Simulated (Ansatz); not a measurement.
KF (CsCl type), relaxed with r2SCAN: the symmetry is Pm-3m (No. 221, cubic); a = 3.179 Å in the conventional setting, 16.06 Å³ an atom. Around K lie 8 F at 2.75 Å; around F lie 8 K at 2.75 Å. One-shot G0W0@r2SCAN in Ansatz 0.2.0 on a 6×6×6 mesh (contour deformation, no spin-orbit coupling), from an r2SCAN gap of 7.724 eV over the mesh points (the G0W0 gap is indirect on the mesh); the number N of bands summed and the screening cutoff rise together. The calculation is spin-unpolarised, and the structure need not be a phase that has been made.

```
  N  cutoff (eV)  1000/N  G0W0 gap (eV)
 80          100  12.500         10.570
184          180   5.435         10.722
```

Question: Lay a straight line in 1000/N through these rows.

Answer: The slope is -0.0215 eV per unit of 1000/N and the intercept 10.839 eV.

Question: Predict the gap at N = 349 (260 eV).

Answer: 10.839 + (-0.0215) × 2.865 = 10.777 eV; the run gives 10.827 eV, +0.050 eV from the line.

Question: With that run's result added, what limit do the last two rows suggest?

Answer: Their slope is (10.827 − 10.722)/(2.865 − 5.435) = -0.0409, which meets 1/N = 0 at 10.94 eV, against 10.839 eV from the first line. The slope steepens, so 1/N isn't yet asymptotic and the true limit probably lies higher still; the k mesh isn't extrapolated.
